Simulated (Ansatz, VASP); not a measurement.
## MgSe in VASP and in Ansatz

```
Mg Se
1.0
     0.00000    2.72530    2.72530
     2.72530    0.00000    2.72530
     2.72530    2.72530    0.00000
Mg Se
1 1
Direct
  0.00000 0.00000 0.00000
  0.50000 0.50000 0.50000
```

Alike in both runs: functional PBEsol; k mesh 8 × 8 × 8; occupations gaussian, width 0.02 eV; no spin polarisation.

Ansatz relaxed the structure, and its values are those at the end. VASP's run is a single point on that final structure, the one shown.

|  | VASP | Ansatz |
| --- | --- | --- |
| version | VASP 6.6.1 | Ansatz 0.2.0 |
| potentials or method | VASP PAW PBE potentials, release 64 (Mg, Se) | scalar-relativistic, plane waves, PAW |
| plane-wave cutoff (eV) | 520 | 420 |
| valence electrons in the cell | 8 | 26 |

Ansatz gave:

| Property | Result |
| --- | --- |
| gap on the k mesh at the Fermi level (eV) | 1.77 |
| least direct gap on the mesh (eV) | 2.50 |
| pressure (GPa) | 0.0 |

Task: What did VASP give for the same quantities?

Result: gap on the k mesh at the Fermi level (eV): 1.76; least direct gap on the mesh (eV): 2.50; pressure (GPa): -0.1.

The two sets of potentials don't hold the same shells in valence.

Caveats: the PAW data sets were made with another functional, which shifts forces and pressure a little (VASP). A k mesh can miss the band edges.
